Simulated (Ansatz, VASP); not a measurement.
PbF2 in VASP and in Ansatz

The input INCAR:

```
ALGO = Normal ; EDIFF = 1E-8
ENCUT = 520 ; GGA = CA
ISIF = 2 ; ISMEAR = -1
LASPH = True ; LCHARG = False
LEFG = True ; LREAL = False
LWAVE = False ; NBANDS = 21
NELM = 60 ; PREC = Accurate
SIGMA = 0.03
```

File KPOINTS:

```
k-points
0
Gamma
  7 7 7
```

POSCAR

```
PbF2
1.0
    0.0000000000      2.9499175202      2.9499175202
    2.9499175202      0.0000000000      2.9499175202
    2.9499175202      2.9499175202      0.0000000000
Pb F
1 2
Direct
    0.0000000000      0.0000000000      0.0000000000
    0.2500000000      0.2500000000      0.2500000000
    0.7500000000      0.7500000000      0.7500000000
```

Input for Ansatz:

```yaml
crystal:
  lattice:
    - [0.0, 2.9499175202, 2.9499175202]
    - [2.9499175202, 0.0, 2.9499175202]
    - [2.9499175202, 2.9499175202, 0.0]
  atoms:
    - { symbol: Pb, position: [0.0, 0.0, 0.0] }
    - { symbol: F, position: [0.25, 0.25, 0.25] }
    - { symbol: F, position: [0.75, 0.75, 0.75] }
kpoints:
  mp_grid: { grid: [7, 7, 7] }
scf:
  occupations: { method: fermi_dirac, width: 0.03 }
hamiltonian:
  xc: lda
  pseudopotentials: { kind: paw }
output:
  forces: true
  stress: true
  eigenvalues: true
  efg: { contact_densities: true }
```

Change from the starting cell: volume scaled by 0.98, PAW files.

Alike in both runs: task electric field gradients; functional LDA; k mesh 7 × 7 × 7; occupations fermi-dirac, width 0.03 eV; no spin polarisation.

```csv
,VASP,Ansatz
version,VASP 6.6.1,Ansatz 0.2.0
potentials or method,"VASP PAW LDA potentials, release 64 (Pb_d, F)","PAW with Ansatz's default frozen-core files, scalar-relativistic"
plane-wave cutoff (eV),520,420
valence electrons in the cell,28,28
```

|  | VASP | Ansatz | Ansatz less VASP |
| --- | --- | --- | --- |
| gap on the k mesh at the Fermi level (eV) | 4.25 | 4.29 | +0.042 |
| pressure (GPa) | -3.6 | -3.6 | -0.01 |
| Vzz of the field gradient on the site that differs most (V/Å²) | 0.0 | 0.0 | 0.00 |

Ansatz warned: «gradients_without_spin_orbit».

Caveats: spin-orbit coupling is left out, which as a rule narrows the gap of such compounds by several tenths of an eV; an odd mesh through Γ misses points on the zone boundary, where band edges often lie.
